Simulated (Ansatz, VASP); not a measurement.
# One calculation of ZnO3, two programs

The input INCAR:

```
  PREC = Accurate
  ENCUT = 520
  EDIFF = 1E-6
  ISMEAR = 0
  SIGMA = 0.1
  LREAL = False
  LASPH = True
  NELM = 100
  ALGO = Normal
  ISIF = 2
  LWAVE = False
  LCHARG = False
  LDIPOL = True
  IDIPOL = 3
  DIPOL = 0.5 0.5 0.500
  GGA = PE
  NBANDS = 23
```

The input KPOINTS:

```
regular mesh
0
Gamma
  6 6 1
```

File POSCAR:

```
ZnO3
1.0
    2.7180086200      0.0000000000      0.0000000000
    0.0000000000      3.6131582400      0.0000000000
    0.0000000000      0.0000000000     17.0000000000
Zn O
1 3
Direct
    0.0000000000      0.0000000000      0.5000000000
    0.5000000000      0.0000000000      0.5689482200
    0.5000000000      0.0000000000      0.4310517800
    0.0000000000      0.5000000000      0.5000000000
```

Input for Ansatz:

```yaml
crystal:
  lattice:
    - [2.71800862, 0.0, 0.0]
    - [0.0, 3.61315824, 0.0]
    - [0.0, 0.0, 17.0]
  atoms:
    - { symbol: Zn, position: [0.0, 0.0, 0.5] }
    - { symbol: O, position: [0.5, 0.0, 0.56894822] }
    - { symbol: O, position: [0.5, 0.0, 0.43105178] }
    - { symbol: O, position: [0.0, 0.5, 0.5] }
  periodic: [true, true, false]
basis:
  ecutwfc: 420
kpoints:
  mp_grid: { grid: [6, 6, 1] }
hamiltonian:
  xc: pbe
scf:
  occupations: { method: gaussian, width: 0.1 }
  lower_state_search: "off"
output:
  forces: true
  stress: true
  eigenvalues: true
```

Change from the starting cell: species swapped into a sheet of the CrO3 type.

Alike in both runs: task single point; functional PBE; k mesh 6 × 6 × 1; occupations gaussian, width 0.1 eV; no spin polarisation.

|  | VASP | Ansatz |
| --- | --- | --- |
| version | VASP 6.6.1 | Ansatz 0.2.0 |
| potentials or method | VASP PAW PBE potentials, release 64 (Zn, O) | scalar-relativistic, plane waves, PAW |
| plane-wave cutoff (eV) | 520 | 420 |
| valence electrons in the cell | 30 | 30 |

|  | VASP | Ansatz | Ansatz less VASP |
| --- | --- | --- | --- |
| gap on the k mesh at the Fermi level (eV) | none | none | - |
| rms of the force components (eV/Å) | 0.995 | 0.855 | -0.1401 |

Atom by atom the forces differ by 0.140 eV/Å (rms over components). A gap of «none» marks a metal or a gap that the smearing closes. Ansatz warned: «slab_cell_height_set».

Caveats: the k mesh is coarse (spacing up to 0.39 Å⁻¹), so the values aren't converged.
